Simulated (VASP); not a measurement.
# GaAs (F-43m) in VASP: a series of runs, part 2 of 2

VASP 6.6.1. Earlier steps stand in the parts before.

## 6. Single point, PBE, spin-orbit coupling, no magnetisation

File INCAR:

```
SYSTEM = GaAs
PREC = Accurate
ENCUT = 400
EDIFF = 1E-7
ISMEAR = 0
SIGMA = 0.02
LREAL = .FALSE.
LASPH = .TRUE.
NELM = 100
ALGO = Normal
ISIF = 2
LWAVE = .FALSE.
LCHARG = .FALSE.
MAGMOM = 0 0 0 0 0 0
LORBIT = 11
LSORBIT = .TRUE.
GGA_COMPAT = .FALSE.
GGA = PE
NBANDS = 34
```

File KPOINTS:

```
regular mesh
0
G
  6 6 6
  0 0 0
```

File POSCAR:

```
GaAs
1.0
    0.0000000000      2.8268500000      2.8268500000
    2.8268500000      0.0000000000      2.8268500000
    2.8268500000      2.8268500000      0.0000000000
As Ga
1 1
Direct
    0.7500000000      0.7500000000      0.7500000000
    0.0000000000      0.0000000000      0.0000000000
```

Potentials or basis: VASP PAW PBE potentials, release 64 (As, Ga_d).

Launch:

```sh
> cat potpaw_PBE.64/As/POTCAR potpaw_PBE.64/Ga_d/POTCAR > POTCAR
> mpirun -np 1 vasp_ncl > vasp.out
```

OUTCAR:

```text
SYSTEM = GaAs
   PREC = Accurate
   ENCUT = 400
   EDIFF = 1E-7
   ISMEAR = 0
   LREAL = .FALSE.
   LASPH = .TRUE.
   NELM = 100
   ISIF = 2
   LORBIT = 11
   LSORBIT = .TRUE.
   GGA = PE

 Found     22 irreducible k-points:

 Following reciprocal coordinates:
            Coordinates               Weight
  0.000000  0.000000  0.000000      1.000000
  0.166667  0.000000  0.000000      4.000000
 -0.166667  0.000000  0.000000      4.000000
  0.333333  0.000000  0.000000      4.000000
 -0.333333  0.000000  0.000000      4.000000
  0.500000  0.000000  0.000000      4.000000
   k-points           NKPTS =     22   k-points in BZ     NKDIM =     22   number of bands    NBANDS=     34
   number of dos      NEDOS =    301   number of ions     NIONS =      2
   total plane-waves  NPLWV =  21952
   dimension x,y,z NGX =    28 NGY =   28 NGZ =   28
   dimension x,y,z NGXF=    56 NGYF=   56 NGZF=   56
   ions per type =               1   1
   NGX,Y,Z   is equivalent  to a cutoff of  11.64, 11.64, 11.64 a.u.
   NGXF,Y,Z  is equivalent  to a cutoff of  23.29, 23.29, 23.29 a.u.
 SYSTEM =  GaAs
   PREC   = accura    normal or accurate (medium, high low for compatibility)
[... 319 lines left out ...]
     0.0000000     0.0000000     0.0000000     0.0000000     0.0000000     0.0000000     0.0000000
     0.0000000     0.0000000     0.0000000     0.0000000     0.0000000     0.0000000     0.0000000
     0.0000000     0.0000000     0.0000000     0.0000000     0.0000000     0.0000000     0.0000000
     0.0000000     0.0000000     0.0000000     0.0000000     0.0000000     0.0000000     0.0000000
     0.0000000     0.0000000     0.0000000     0.0000000     0.0000000     0.0000000     0.0000000
     0.0000000     0.0000000     0.0000000     0.0000000     0.0000000     0.0000000     0.0000000

 Ion:    2  E_soc:     -0.0119061
 l=   1
     0.0000000    -0.0011518    -0.0011518
    -0.0011518     0.0000000    -0.0011518
    -0.0011518    -0.0011518     0.0000000
 l=   2
     0.0000000    -0.0001662     0.0000000    -0.0001662    -0.0006663
    -0.0001662     0.0000000    -0.0004997    -0.0001662    -0.0001666
     0.0000000    -0.0004997     0.0000000    -0.0004997     0.0000000
    -0.0001662    -0.0001662    -0.0004997     0.0000000    -0.0001666
    -0.0006663    -0.0001666     0.0000000    -0.0001666     0.0000000
 l=   3
     0.0000000     0.0000000     0.0000000     0.0000000     0.0000000     0.0000000     0.0000000
     0.0000000     0.0000000     0.0000000     0.0000000     0.0000000     0.0000000     0.0000000
     0.0000000     0.0000000     0.0000000     0.0000000     0.0000000     0.0000000     0.0000000
     0.0000000     0.0000000     0.0000000     0.0000000     0.0000000     0.0000000     0.0000000
     0.0000000     0.0000000     0.0000000     0.0000000     0.0000000     0.0000000     0.0000000
     0.0000000     0.0000000     0.0000000     0.0000000     0.0000000     0.0000000     0.0000000
     0.0000000     0.0000000     0.0000000     0.0000000     0.0000000     0.0000000     0.0000000

 total charge

# of ion       s       p       d       tot
------------------------------------------
    1        1.206   1.606   0.031   2.843
    2        0.878   0.805   9.995  11.678
--------------------------------------------------
tot          2.084   2.410  10.026  14.521

 magnetization (x)

# of ion       s       p       d       tot
------------------------------------------
    1       -0.000  -0.000  -0.000  -0.000
    2        0.000   0.000   0.000   0.000
--------------------------------------------------
tot         -0.000   0.000  -0.000   0.000

 magnetization (y)

# of ion       s       p       d       tot
------------------------------------------
    1        0.000   0.000  -0.000   0.000
    2        0.000   0.000   0.000   0.000
--------------------------------------------------
tot          0.000   0.000  -0.000   0.000

 magnetization (z)

# of ion       s       p       d       tot
------------------------------------------
    1        0.000  -0.000  -0.000  -0.000
    2       -0.000  -0.000   0.000  -0.000
--------------------------------------------------
tot         -0.000  -0.000  -0.000  -0.000
```

OSZICAR:

```text
N       E                     dE             d eps       ncg     rms          rms(c)
DAV:   1     0.116176223307E+03    0.11618E+03   -0.69901E+03  1728   0.129E+03
DAV:   2     0.712621029517E+01   -0.10905E+03   -0.10204E+03  1592   0.349E+02
DAV:   3    -0.793957169685E+01   -0.15066E+02   -0.14869E+02  1820   0.960E+01
DAV:   4    -0.840095892422E+01   -0.46139E+00   -0.46054E+00  1744   0.183E+01
DAV:   5    -0.840817910834E+01   -0.72202E-02   -0.72185E-02  1832   0.228E+00    0.292E+00
DAV:   6    -0.826112521979E+01    0.14705E+00   -0.16356E-01  2130   0.750E+00    0.170E+00
DAV:   7    -0.824209076843E+01    0.19034E-01   -0.88928E-02  1728   0.201E+00    0.584E-01
DAV:   8    -0.824325873371E+01   -0.11680E-02   -0.14746E-02  1766   0.164E+00    0.137E-01
DAV:   9    -0.824353273508E+01   -0.27400E-03   -0.18611E-03  1826   0.776E-01    0.681E-02
DAV:  10    -0.824358931719E+01   -0.56582E-04   -0.23288E-04  1732   0.118E-01    0.296E-02
DAV:  11    -0.824363111525E+01   -0.41798E-04   -0.30218E-05  1772   0.578E-02    0.152E-02
DAV:  12    -0.824365099965E+01   -0.19884E-04   -0.29533E-05  1628   0.291E-02    0.487E-03
DAV:  13    -0.824365102773E+01   -0.28079E-07   -0.41472E-07  1736   0.457E-03
   1 F= -.82436510E+01 E0= -.82436510E+01  d E =-.429203E-22  mag=    -0.0000    -0.0000    -0.0000
```

Run time: 38 s. Hardware: 1 thread of Intel Xeon Platinum 8559C (Emerald Rapids), shared host; peak memory 0.25 GiB.

The run converged, but some of its settings lie outside the range that counts as converged, so its numbers aren't taken as properties of the crystal.

What came out:

* Free energy: -8.2437 eV
* Pressure: 3.2 GPa
* Valence electrons inside the program's atomic spheres: As 2.84; Ga 11.68

## 7. The reference run

An earlier run on the cell as given: functional PBEsol; potentials or basis VASP PAW PBE potentials, release 64 (As, Ga_d); cutoff 520 eV; k mesh 8 × 8 × 8; occupations fermi-dirac, width 0.05 eV; no spin polarisation.

* Pressure: 0.3 GPa
* Band gap on the k mesh: 0.46 eV, direct
